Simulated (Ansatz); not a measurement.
# Ru (P6_3/mmc) in Ansatz: reference runs

How does Ru come out in PBE? The cell is run as given and disturbed.

Program: Ansatz 0.2.0. These are calculated values, not measurements. Logs are shortened: lines on timing, memory, paths and dates and some standing lists are left out, and cuts for length are marked.

## Step 1: The structure

It takes space group P6_3/mmc (No. 194, hexagonal). Conventional cell: a = 2.706 Å, b = 2.706 Å, c = 4.282 Å, α = 90.00°, β = 90.00°, γ = 120.00°. Ru (site symmetry -6m2) is surrounded by 12 Ru at 2.65 to 2.71 Å.

## Step 2: Single point, PBE

input.yaml

```yaml
crystal:
  lattice:
    - [2.7058, 0.0, 0.0]
    - [-1.3529, 2.3432915376, 0.0]
    - [0.0, 0.0, 4.2819]
  atoms:
    - { symbol: Ru, position: [0.6666666667, 0.3333333333, 0.75] }
    - { symbol: Ru, position: [0.3333333333, 0.6666666667, 0.25] }
hamiltonian:
  xc: pbe
  pseudopotentials: { kind: paw }
kpoints:
  mp_grid: { grid: [11, 11, 6] }
scf:
  occupations: { method: fermi_dirac, width: 0.05 }
output:
  forces: true
  stress: true
  eigenvalues: true
  write_density: true
  write_potential: true
  elf: true
  volumetric_format: npy
```

Potentials or basis: Ansatz PAW.

Command:

```sh
ansatz run input.yaml --threads 2 --pin off --max-ram 5120MiB --backend cpu --events-out ev --progress --plain --runs-dir out
```

Log:

```text
Warning: RAYON_NUM_THREADS=2 ignored (pool sized by the plan → 2); use --threads N
Engine: ansatz 0.2.0, aarch64-unknown-linux-gnu
Pseudopotentials: kind: paw
Pseudopotential: Ru, paw, valence charge 16, recommended cutoff 420 eV (normal), Ru.paw.azcp
Functional definition: PBE
  parameter kappa = 0.804
  parameter beta = 0.06672455060314922
  exchange = pbe_x(kappa = kappa, mu = beta*pi^2/3)
  correlation = pbe_c(beta = beta)
Crystal: 2 atoms, lattice volume = 27.149 Å³
Basis set: ecut = 420 eV, 537 PW (Γ), exchange–correlation on 40×40×60 points (8 copies of the dense FFT grid, shifted against one another)
Bands: 20, of which v1, the nominal top of the filled ones, is band 16 counted from 1 (15 counted from 0)
Symmetry: 24 space group operations
Space group: P63/mmc (ITA 194), of the structure as read, at distance tolerance 3.0e-5 Å
k-points: 64 of 726
Non-local potential: Ru, projectors of the file, l = 0: 3, l = 1: 2, l = 2: 2, l = 3: 1
PAW form: soft (Blöchl's): semilocal exchange-correlation on the pseudo side does not see the compensation charge
PAW one-centre angular grid: Ru, 590 points (default); XC on 64 Gauss nodes
Initial density: superposition of atomic densities (neutral atoms: chi_scale 0, normalization atom), corrected by the library's trained network
Initial wavefunctions: pseudopotential atomic-orbital guess
Functional: x = pbe(κ = 0.804, μ = 0.2195149727645171), c = pbe(β = 0.06672455060314922)
SCF iter   1: F=—  HF=-11757.364811 eV  |F-HF|=—  |Δ(HF+E_count)|=         —  Δρ=6.49e-3  dr2=2.28e-3  ethr=1.77e-3  ⟨swp⟩=5.1  Hψ=5051  notcnv=0
preconditioner: auto → none  [metal: Δε(μ)=0.034 eV  Ē_g=5.825 eV  σ=0.050 eV  W_gap=0.17  n_scr=8 (ndim 8)  ℏωp=28.5 eV  f_vac=0.000  D(μ)=2.08/eV (n_scr^D=22)  sad-step TF]
SCF iter   2: F=—  HF=-11757.367397 eV  |F-HF|=—  |Δ(HF+E_count)|=   2.59e-3  Δρ=3.83e-3  dr2=8.32e-4  ethr=7.11e-6  ⟨swp⟩=2.0  Hψ=2798  notcnv=0
SCF iter   3: F=—  HF=-11757.368494 eV  |F-HF|=—  |Δ(HF+E_count)|=   1.10e-3  Δρ=2.61e-4  dr2=3.04e-6  ethr=2.60e-6  ⟨swp⟩=2.1  Hψ=1754  notcnv=0
SCF iter   4: F=—  HF=-11757.368458 eV  |F-HF|=—  |Δ(HF+E_count)|=   3.57e-5  Δρ=1.06e-4  dr2=5.18e-7  ethr=9.51e-9  ⟨swp⟩=2.0  Hψ=2305  notcnv=0
SCF iter   5: F=—  HF=-11757.368459 eV  |F-HF|=—  |Δ(HF+E_count)|=   8.60e-7  Δρ=2.31e-5  dr2=1.09e-7  ethr=1.62e-9  ⟨swp⟩=2.0  Hψ=2292  notcnv=0
SCF iter   6: F=-11757.368459 eV  HF=-11757.368459 eV  |F-HF|=7.64e-10  |Δ(HF+E_count)|=   3.77e-8  Δρ=3.12e-6  dr2=1.82e-9  ethr=3.13e-10  ⟨swp⟩=7.3  Hψ=7277  notcnv=0
SCF 1 converged in 6 iterations: F = -11757.368459 eV  dr2 = 1.82e-9
SCF converged after 6 iterations
Free energy (F): -11757.368459 eV
Harris-Foulkes:  -11757.368459 eV  (|F-HF|=7.64e-10)
Internal energy: -11757.351651 eV  (E = F + TS)
E sigma→0 (E₀):  -11757.360055 eV
Entropy (-TS):   -0.016808 eV (-8.404 meV/atom)
Fermi energy:    23.460582 eV
--- Per-component energies (eV) ---
  E_band       = -105.911756
  E_kinetic    = 1028.888274
  E_local      = -2515.153626  (includes V_loc(G=0)·N_el)
  E_nonlocal   = 685.914128
  E_hartree    = 808.279173
  E_xc         = -381.447514
  E_vxc        = -478.936477  (∫ρ·V_xc dr)
  E_paw        = -6921.376427  (= ΣΔE_a)
  E_vpaw       = -443.179625  (= ΣTr[D̂ρ^β])
  E_aug_tail   = -0.000389  (compensation charges beyond the density's cutoff)
  E_ewald      = -4462.455271
  E_smearing   = -0.016808  (= −TS)
  E_closure    = -0.000000  (closes the sum)
  Σ components = -11757.368459   (vs F -11757.368459, Δ=0.00e0)
--- Forces (eV/Å), atoms counted from 1 ---
  atom   1  Ru     0.00000000     0.00000000    -0.00000000
  atom   2  Ru     0.00000000    -0.00000000     0.00000000
  max |Σ_I F_I| component: 9.25e-18 eV/Å
--- Stress (GPa, compression-positive) ---
        4.610297      -0.000000      -0.000000
        0.000000       4.610297      -0.000000
       -0.000000      -0.000000       4.525146
  P = ⅓ Tr σ = 4.5819 GPa (45.819 kbar)
--- Band table (eV; the first three rows and the last of 64) ---
  k-point 0: bands = ["-49.6069", "-49.4015", "-20.0959", "-19.1603", "-19.1603", "-18.9898", "-18.9898", "-18.9483", "15.5418", "17.3233", "20.9299", "20.9299", "21.1051", "21.6118", "21.6118", "22.1372", "22.1372", "24.7132", "24.7132", "24.8187"]
  k-point 1: bands = ["-49.5934", "-49.4155", "-20.0223", "-19.1490", "-19.1490", "-19.0288", "-19.0013", "-19.0013", "15.8489", "17.4228", "20.7784", "20.7784", "20.9568", "21.4377", "21.4377", "22.5303", "22.5303", "23.8619", "24.7196", "24.7196"]
  k-point 2: bands = ["-49.5562", "-49.4535", "-19.8191", "-19.2459", "-19.1180", "-19.1180", "-19.0327", "-19.0327", "16.6553", "17.6144", "20.6568", "20.6568", "20.6682", "21.0724", "21.0724", "22.0709", "23.3085", "23.3085", "24.5693", "24.5693"]
  k-point 63: bands = ["-49.3864", "-49.3864", "-19.8704", "-19.8704", "-19.5636", "-19.5636", "-19.1482", "-19.1482", "18.6401", "18.6401", "19.5422", "19.5422", "20.8057", "20.8057", "22.4309", "22.4309", "24.8108", "24.8108", "31.2890", "31.2890"]
```

Run time: 1.2 s. Hardware: 2 threads of Arm Neoverse V1, shared host; peak memory 0.3 GiB.

Results:

- Free energy: -11757.3685 eV
- Pressure: 4.6 GPa
- Band gap on the k mesh: none (metal or under the smearing width)

## Step 3: Single point, PBE (atoms moved at random, drawn with an rms of 0.05 Å)

input.yaml

```yaml
crystal:
  lattice:
    - [2.7058, 0.0, 0.0]
    - [-1.3529, 2.3432915376, 0.0]
    - [0.0, 0.0, 4.2819]
  atoms:
    - { symbol: Ru, position: [0.672362, 0.343846, 0.745184] }
    - { symbol: Ru, position: [0.321574, 0.680431, 0.243667] }
hamiltonian:
  xc: pbe
  pseudopotentials: { kind: paw }
kpoints:
  mp_grid: { grid: [11, 11, 6] }
scf:
  occupations: { method: fermi_dirac, width: 0.05 }
output:
  forces: true
  stress: true
  eigenvalues: true
```

Potentials or basis: Ansatz PAW.

Command:

```sh
ansatz run input.yaml --threads 2 --pin off --max-ram 5120MiB --backend cpu --events-out ev --progress --plain --runs-dir out
```

Log:

```text
Warning: RAYON_NUM_THREADS=2 ignored (pool sized by the plan → 2); use --threads N
[... 8 set-up lines as earlier in the session ...]
Crystal: 2 atoms, lattice volume = 27.149 Å³
Basis set: ecut = 420 eV, 537 PW (Γ), exchange–correlation on 40×40×60 points (8 copies of the dense FFT grid, shifted against one another)
Bands: 20, of which v1, the nominal top of the filled ones, is band 16 counted from 1 (15 counted from 0)
Symmetry: 2 space group operations
Space group: P-1 (ITA 2), of the structure as read, at distance tolerance 3.0e-5 Å
k-points: 364 of 726
[... 6 set-up lines as earlier in the session ...]
SCF iter   1: F=—  HF=-11757.355571 eV  |F-HF|=—  |Δ(HF+E_count)|=         —  Δρ=6.52e-3  dr2=2.31e-3  ethr=1.77e-3  ⟨swp⟩=5.0  Hψ=28526  notcnv=0
preconditioner: auto → none  [metal: Δε(μ)=0.006 eV  Ē_g=5.836 eV  σ=0.050 eV  W_gap=0.03  n_scr=8 (ndim 8)  ℏωp=28.5 eV  f_vac=0.000  D(μ)=2.13/eV (n_scr^D=22)  sad-step TF]
SCF iter   2: F=—  HF=-11757.358103 eV  |F-HF|=—  |Δ(HF+E_count)|=   2.53e-3  Δρ=3.84e-3  dr2=8.39e-4  ethr=7.21e-6  ⟨swp⟩=2.0  Hψ=15923  notcnv=0
SCF iter   3: F=—  HF=-11757.359186 eV  |F-HF|=—  |Δ(HF+E_count)|=   1.08e-3  Δρ=2.66e-4  dr2=4.20e-6  ethr=2.62e-6  ⟨swp⟩=2.0  Hψ=9938  notcnv=0
SCF iter   4: F=—  HF=-11757.359170 eV  |F-HF|=—  |Δ(HF+E_count)|=   1.61e-5  Δρ=1.14e-4  dr2=9.62e-7  ethr=1.31e-8  ⟨swp⟩=2.0  Hψ=13151  notcnv=0
SCF iter   5: F=—  HF=-11757.359171 eV  |F-HF|=—  |Δ(HF+E_count)|=   1.02e-6  Δρ=4.20e-5  dr2=9.36e-7  ethr=3.01e-9  ⟨swp⟩=2.9  Hψ=13449  notcnv=0
SCF iter   6: F=-11757.359171 eV  HF=-11757.359171 eV  |F-HF|=6.70e-8  |Δ(HF+E_count)|=   1.69e-7  Δρ=2.09e-5  dr2=8.62e-8  ethr=3.13e-10  ⟨swp⟩=3.1  Hψ=30429  notcnv=0
SCF 1 converged in 6 iterations: F = -11757.359171 eV  dr2 = 8.62e-8
SCF converged after 6 iterations
Free energy (F): -11757.359171 eV
Harris-Foulkes:  -11757.359171 eV  (|F-HF|=6.70e-8)
Internal energy: -11757.342099 eV  (E = F + TS)
E sigma→0 (E₀):  -11757.350635 eV
Entropy (-TS):   -0.017072 eV (-8.536 meV/atom)
Fermi energy:    23.468172 eV
--- Per-component energies (eV) ---
  E_band       = -105.892446
  E_kinetic    = 1028.917193
  E_local      = -2515.483495  (includes V_loc(G=0)·N_el)
  E_nonlocal   = 685.927935
  E_hartree    = 808.433940
  E_xc         = -381.452148
  E_vxc        = -478.942660  (∫ρ·V_xc dr)
  E_paw        = -6921.382528  (= ΣΔE_a)
  E_vpaw       = -443.189988  (= ΣTr[D̂ρ^β])
  E_aug_tail   = -0.000385  (compensation charges beyond the density's cutoff)
  E_ewald      = -4462.302611
  E_smearing   = -0.017072  (= −TS)
  E_closure    = -0.000000  (closes the sum)
  Σ components = -11757.359171   (vs F -11757.359171, Δ=0.00e0)
--- Forces (eV/Å), atoms counted from 1 ---
  atom   1  Ru    -0.33672966     0.04913222    -0.08273501
  atom   2  Ru     0.33672966    -0.04913222     0.08273501
  max |Σ_I F_I| component: 0.00e0 eV/Å
--- Stress (GPa, compression-positive) ---
        4.430474       1.032339       0.050858
        1.032339       4.821464      -0.007424
        0.050858      -0.007424       4.893192
  P = ⅓ Tr σ = 4.7150 GPa (47.150 kbar)
--- Band table (eV; the first three rows and the last of 364) ---
  k-point 0: bands = ["-49.6063", "-49.4002", "-20.0980", "-19.1766", "-19.1409", "-18.9939", "-18.9836", "-18.9470", "15.5423", "17.3242", "20.8969", "20.9711", "21.0659", "21.5826", "21.6747", "21.9836", "22.3033", "24.5313", "24.8190", "24.8878"]
  k-point 1: bands = ["-49.5927", "-49.4142", "-20.0243", "-19.1640", "-19.1316", "-19.0271", "-19.0038", "-18.9966", "15.8494", "17.4234", "20.7527", "20.8127", "20.9231", "21.4032", "21.5030", "22.3850", "22.6834", "23.8634", "24.5789", "24.8502"]
  k-point 2: bands = ["-49.5554", "-49.4523", "-19.8207", "-19.2469", "-19.1282", "-19.1034", "-19.0321", "-19.0306", "16.6556", "17.6145", "20.6479", "20.6581", "20.6651", "21.0361", "21.1304", "22.0694", "23.1881", "23.4315", "24.5242", "24.6019"]
  k-point 363: bands = ["-49.4358", "-49.3714", "-19.9034", "-19.7356", "-19.5282", "-19.3762", "-19.2019", "-19.1441", "17.6829", "17.9553", "19.2212", "19.7744", "20.7400", "21.8052", "22.3982", "24.3014", "24.8286", "24.9292", "26.3962", "30.7820"]
```

It took 4.6 s on 2 threads of Arm Neoverse V1, shared host; peak memory 0.42 GiB.

What came out:

* Free energy: -11757.3592 eV
* Pressure: 4.7 GPa
* Largest force: 0.350 eV/Å
* Band gap on the k mesh: none (metal or under the smearing width)

Forces in eV/Å, atoms in the order of the input:
```
Ru  -0.337  0.049 -0.083
Ru   0.337 -0.049  0.083
```
